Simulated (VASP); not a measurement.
# TaN (P6/mmm) in VASP: reference runs, part 2 of 2

VASP 6.6.1.

## 3. Single point, PBE (atoms moved at random, drawn with an rms of 0.05 Å)

File INCAR:

```
SYSTEM = TaN
PREC     = Accurate       ! precision mode
ENCUT    = 520            ! plane-wave cutoff, eV
EDIFF    = 1E-7           ! SCF threshold, eV
ISMEAR   = -1             ! smearing method
SIGMA    = 0.05           ! smearing width, eV
LREAL    = .FALSE.        ! projectors in reciprocal space
LASPH    = .TRUE.         ! aspherical terms in the spheres
NELM     = 60             ! most SCF steps
ALGO     = Normal         ! electronic algorithm
ISIF     = 2              ! what is computed and relaxed
LWAVE    = .FALSE.        ! write WAVECAR
LCHARG   = .FALSE.        ! write CHGCAR
GGA      = PE             ! functional
NBANDS   = 33             ! bands
```

File KPOINTS:

```
regular mesh
0
G
  6 6 9
  0 0 0
```

File POSCAR:

```
TaN
1.0
    5.1910000000      0.0000000000      0.0000000000
   -2.5955000000      4.4955378710      0.0000000000
    0.0000000000      0.0000000000      2.9080000000
Ta N
3 3
Direct
    0.6640640000      0.3336460000      0.5071990000
    0.3282790000      0.6636880000      0.5007030000
    0.0029340000     -0.0030580000     -0.0092570000
   -0.0028330000      0.4992750000      0.0193210000
    0.5077660000      0.5120390000      0.0058930000
    0.4987010000     -0.0037960000      0.0041790000
```

Potentials or basis: VASP PAW PBE potentials, release 64 (Ta_pv, N).

Command:

```sh
$ cat potpaw_PBE.64/Ta_pv/POTCAR potpaw_PBE.64/N/POTCAR > POTCAR
$ mpirun -np 1 vasp_std > vasp.out
```

OUTCAR:

```text
SYSTEM = TaN
   PREC = Accurate
   ENCUT = 520
   EDIFF = 1E-7
   ISMEAR = -1
   LREAL = .FALSE.
   LASPH = .TRUE.
   NELM = 60
   ISIF = 2
   GGA = PE

 ion  position               nearest neighbor table
   1  0.664  0.334  0.507-   4 2.06   5 2.09   6 2.10   5 2.10   6 2.11   4 2.11   2 2.99   2 2.99
                             2 3.01   3 3.29   3 3.30   3 3.33   3 3.34   3 3.35   3 3.39
   2  0.328  0.664  0.501-   4 2.04   5 2.07   6 2.08   6 2.09   5 2.09   4 2.12   1 2.99   1 2.99
                             1 3.01   3 3.29   3 3.31   3 3.32   3 3.34   3 3.35   3 3.38
   3  0.003  0.997  0.991-   5 2.54   4 2.57   6 2.58   6 2.62   4 2.62   5 2.65   2 3.29   1 3.29
                             1 3.30   2 3.31   2 3.32   1 3.33   1 3.34   2 3.34   1 3.35   2 3.35
   4  0.997  0.499  0.019-   2 2.04   1 2.06   1 2.11   2 2.12   3 2.57   3 2.62
   5  0.508  0.512  0.006-   2 2.07   1 2.09   2 2.09   1 2.10   3 2.54   3 2.65
   6  0.499  0.996  0.004-   2 2.08   2 2.09   1 2.10   1 2.11   3 2.58   3 2.62

  LATTYP: Found a hexagonal cell.
 ALAT       =     5.1910000000
 C/A-ratio  =     0.5602003468

  Lattice vectors:

 A1 = (   5.1910000000,   0.0000000000,   0.0000000000)
 A2 = (  -2.5955000000,   4.4955378710,   0.0000000000)
 A3 = (   0.0000000000,   0.0000000000,   2.9080000000)
[... 183 lines left out ...]

 E-fermi :   8.0570     XC(G=0): -13.0430

 val. band max:        8.0344481980   @ k =   0.1667   0.0000   0.2222
 cond. band min:       8.0643414897   @ k =  -0.1667   0.1667   0.2222
 fundamental gap:      0.0298932917
 Fermi energy:         8.0570417017

 k-point     1 :       0.0000    0.0000    0.0000
  band No.  band energies     occupation
      1     -28.0313      2.00000
      2     -28.0053      2.00000
      3     -27.6326      2.00000
      4     -27.6234      2.00000
      5     -27.4055      2.00000
      6     -27.2957      2.00000
[... 853 lines left out ...]
     32      11.4175      0.00000
     33      11.9224      0.00000

 [... further k-points ...]
[... 5 lines left out ...]
  --------------------------------------------------------------------------------------
  -------------------------------------------------------------------------------------
  Total        4.3991263      3.9480921      5.3011812      0.0801593      0.0521543     -0.0167074
  in kB      103.8603840     93.2117712    125.1572865      1.8925069      1.2313270     -0.3944504
  external PRESSURE =     107.4098139 kB  Pullay stress =       0.0000000 kB

 VOLUME and BASIS-vectors are now :
 -----------------------------------------------------------------------------
  energy-cutoff  :      520.00
  volume of cell :       67.86
      direct lattice vectors                 reciprocal lattice vectors
     5.191000000  0.000000000  0.000000000     0.192641110  0.111221396  0.000000000
    -2.595500000  4.495537871  0.000000000     0.000000000  0.222442793  0.000000000
     0.000000000  0.000000000  2.908000000     0.000000000  0.000000000  0.343878955

 POSITION                                       TOTAL-FORCE (eV/Angst)
 -----------------------------------------------------------------------------------
      2.58118      1.49992      1.47493        -0.033772     -0.315490      0.196112
     -0.01851      2.98363      1.45604         0.194384      0.225251      0.614437
     -2.57233      4.48179      2.88108        -0.222736     -0.309766      0.400252
      3.88043      2.24451      0.05619        -0.017193     -0.098394     -0.967800
      1.30682      2.30189      0.01714         0.491794     -0.068813     -0.167629
      0.00311      4.47847      0.01215        -0.412477      0.567210     -0.075372
 -----------------------------------------------------------------------------------
    total drift:                               -0.000014     -0.000059      0.000142

  FREE ENERGIE OF THE ION-ELECTRON SYSTEM (eV)
  ---------------------------------------------------
  free  energy   TOTEN  =       -64.6801032202 eV

  energy  without entropy=      -64.6749518714  energy(sigma->0) =      -64.67752755
```

OSZICAR:

```text
N       E                     dE             d eps       ncg     rms          rms(c)
DAV:   1     0.446960985900E+03    0.44696E+03   -0.25985E+04 10824   0.153E+03
DAV:   2    -0.457560176377E+02   -0.49272E+03   -0.46902E+03 12448   0.449E+02
DAV:   3    -0.748139410528E+02   -0.29058E+02   -0.28457E+02 13188   0.105E+02
DAV:   4    -0.754221309722E+02   -0.60819E+00   -0.60274E+00 13693   0.148E+01
DAV:   5    -0.754367157907E+02   -0.14585E-01   -0.14565E-01 13877   0.177E+00    0.463E+01
DAV:   6    -0.652483179674E+02    0.10188E+02   -0.48482E+01 13846   0.388E+01    0.198E+01
DAV:   7    -0.648671029306E+02    0.38122E+00   -0.38657E+00 13949   0.144E+01    0.116E+01
DAV:   8    -0.647133668043E+02    0.15374E+00   -0.68025E-01 13706   0.517E+00    0.410E+00
DAV:   9    -0.646817187050E+02    0.31648E-01   -0.87239E-02 13508   0.271E+00    0.481E-01
DAV:  10    -0.646803591225E+02    0.13596E-02   -0.16776E-02 13882   0.729E-01    0.217E-01
DAV:  11    -0.646801024786E+02    0.25664E-03   -0.20947E-03 13733   0.324E-01    0.518E-02
DAV:  12    -0.646801046233E+02   -0.21447E-05   -0.88002E-05 13192   0.776E-02    0.221E-02
DAV:  13    -0.646801035711E+02    0.10522E-05   -0.19107E-05 14416   0.276E-02    0.108E-02
DAV:  14    -0.646801032368E+02    0.33431E-06   -0.31754E-06 13812   0.117E-02    0.170E-03
DAV:  15    -0.646801032202E+02    0.16575E-07   -0.16050E-07  8620   0.280E-03
   1 F= -.64680103E+02 E0= -.64677528E+02  d E =-.515135E-02
```

Run time: 7.1 min. Hardware: 1 thread of Intel Xeon Platinum 8488C (Sapphire Rapids), shared host; peak memory 0.4 GiB.

Results:

```
Free energy            : -64.6801 eV
Pressure               : 10.7 GPa
Largest force          : 0.973 eV/Å
Band gap on the k mesh : none (metal or under the smearing width)
```

Forces on the atoms (eV/Å):
```
Ta  -0.034 -0.315  0.196
Ta   0.194  0.225  0.614
Ta  -0.223 -0.310  0.400
N   -0.017 -0.098 -0.968
N    0.492 -0.069 -0.168
N   -0.412  0.567 -0.075
```

Levels at points of the mesh, in eV from the Fermi level:
| k point | band 21 | band 22 | band 23 | band 24 | band 25 | band 26 | band 27 | band 28 |
| --- | --- | --- | --- | --- | --- | --- | --- | --- |
| (0.00, 0.00, 0.00) | -2.89 | -2.40 | -1.92 | -1.09 | -1.06 | 0.95 | 1.01 | 1.38 |
| (0.50, 0.00, 0.00) | -3.28 | -2.77 | -1.53 | -0.57 | 1.46 | 1.93 | 1.97 | 2.35 |
| (0.00, 0.50, 0.00) | -3.26 | -2.80 | -1.61 | -0.52 | 1.46 | 1.93 | 2.11 | 2.39 |
| (0.50, 0.50, 0.00) | -3.27 | -2.80 | -1.55 | -0.57 | 1.48 | 1.88 | 2.03 | 2.45 |

Spin-orbit coupling is left out, which matters for the levels of Ta.
